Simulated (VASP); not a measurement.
Write the native input for VASP 6.6.1 that does the following.

```yaml
Task: relaxation of cell and atoms
Functional: PBE
Potentials_or_basis: VASP PAW PBE potentials, release 64 (Nb_sv)
Cutoff: 600 eV
k_mesh: 10 × 10 × 10
Occupations: methfessel-paxton, width 0.1 eV
Spin: no spin polarisation
Further_INCAR_settings: ALGO = Normal; EDIFF = 1e-07; IBRION = 2; EDIFFG = -0.005; NSW = 40; ISIF = 3
```

The structure of Nb lies in POSCAR:

```
Nb
1.0
    2.7196400000      0.0000000000      0.0000000000
    0.0000000000      2.7196400000      0.0000000000
    0.0000000000      0.0000000000      2.7196400000
Nb
1
Direct
    0.5000000000      0.5000000000      0.5000000000
```

The cell was built by a generator and needn't be a form met in nature.

These files were run (other wordings do the same):

INCAR

```
SYSTEM = Nb
PREC = Accurate
ENCUT = 600
EDIFF = 1E-7
ISMEAR = 1
SIGMA = 0.1
LREAL = .FALSE.
LASPH = .TRUE.
NELM = 80
ALGO = Normal
ISIF = 3
LWAVE = .FALSE.
LCHARG = .FALSE.
GGA = PE
IBRION = 2
NSW = 40
EDIFFG = -0.005
```

KPOINTS

```
regular mesh
0
G
  10 10 10
  0 0 0
```

Potentials or basis: VASP PAW PBE potentials, release 64 (Nb_sv).

Launch:

```bash
$ cat potpaw_PBE.64/Nb_sv/POTCAR > POTCAR
$ mpirun -np 1 vasp_std > vasp.out
```

It gave:

The relaxed volume is 20.18 Å³/atom and the relaxed cell is a = 2.722 Å, b = 2.722 Å, c = 2.722 Å, α = 90.00°, β = 90.00°, γ = 90.00°. The space group after relaxing (to 0.05 Å) is Pm-3m (No. 221). The energy gained by relaxing is 0.1 meV/atom. The ionic steps are 3, the pressure after relaxing is 0.0 GPa and the band gap on the k mesh is none (metal or under the smearing width).

It took 12 s on 1 thread of Intel(R) Xeon(R) 6975P-C (Granite Rapids), on a shared host, peak memory 0.15 GiB.
